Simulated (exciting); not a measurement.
Runs of exciting (release sodium) on BN. The structure is cubic, space group F-43m (No. 216). Conventional cell: a = 3.626 Å, b = 3.626 Å, c = 3.626 Å, α = 90.00°, β = 90.00°, γ = 90.00°. N (site symmetry -43m) has 4 B at 1.57 Å as nearest neighbours. B (site symmetry -43m) has 4 N at 1.57 Å as nearest neighbours. The cell is a database's computed one.

| task | level | potentials or basis | k mesh | smearing | outputlevel | DOS window about the Fermi level (Ha) | gmaxvr (cutoff of density and potential) | valence relativity | epsengy | rgkmax | mesh quality | gap on the mesh (eV) |
| --- | --- | --- | --- | --- | --- | --- | --- | --- | --- | --- | --- | --- |
| density of states | TASK+TS | all-electron LAPW+lo, shipped species files, valence relativity zora | 7 × 7 × 7 | fermi-dirac 0.05 eV | low | [-0.8, 0.6] Ha | 15 1/bohr | zora | 1e-05 Ha | 6.5 | coarse | 5.74 |
| band structure | PBEsol | all-electron LAPW+lo, shipped species files, valence relativity iora* | 13 × 13 × 13 | fermi-dirac 0.05 eV | normal | - | 15 1/bohr | iora* | 1e-05 Ha | 7.5 | not flagged | 4.35 |
| band structure | LDA | all-electron LAPW+lo, shipped species files, valence relativity iora* | 13 × 13 × 13 | fermi-dirac 0.05 eV | low | - | 15 1/bohr | iora* | 1e-05 Ha | 7.5 | not flagged | 4.42 |
| single point | PBE | all-electron LAPW+lo, shipped species files, valence relativity iora* | 13 × 13 × 13 | fermi-dirac 0.05 eV | - | - | 15 1/bohr | iora* | 1e-05 Ha | 7.5 | not flagged | 4.54 |
| band structure | LDA-GL | all-electron LAPW+lo, shipped species files with second energy derivatives, valence relativity iora* | 13 × 13 × 13 | fermi-dirac 0.1 eV | normal | - | 15 1/bohr | iora* | 1e-05 Ha | 6.5 | not flagged | (a) |
| band structure | revPBE | all-electron LAPW+lo, shipped species files, valence relativity iora* | 13 × 13 × 13 | fermi-dirac 0.05 eV | high | - | 15 1/bohr | iora* | 1e-05 Ha | 7.5 | not flagged | 4.56 |
| band structure | RPBE | all-electron LAPW+lo, shipped species files, valence relativity iora* | 13 × 13 × 13 | fermi-dirac 0.05 eV | high | - | 15 1/bohr | iora* | 1e-05 Ha | 7.5 | not flagged | (b) |

Alike in all rows: no spin polarisation; cell as given.

Problem. Estimate the missing entries.

Solution. (a) 4.45; (b) 4.57.

Caveats: some runs use coarse meshes; an odd mesh through Γ misses points on the zone boundary, where band edges often lie (some runs); this version's total energy under meta-GGAs is doubtful, so none is listed (some runs); the dispersion energy is computed afterwards and isn't part of the total energy (some runs).

Not every run made on this cell is shown here.
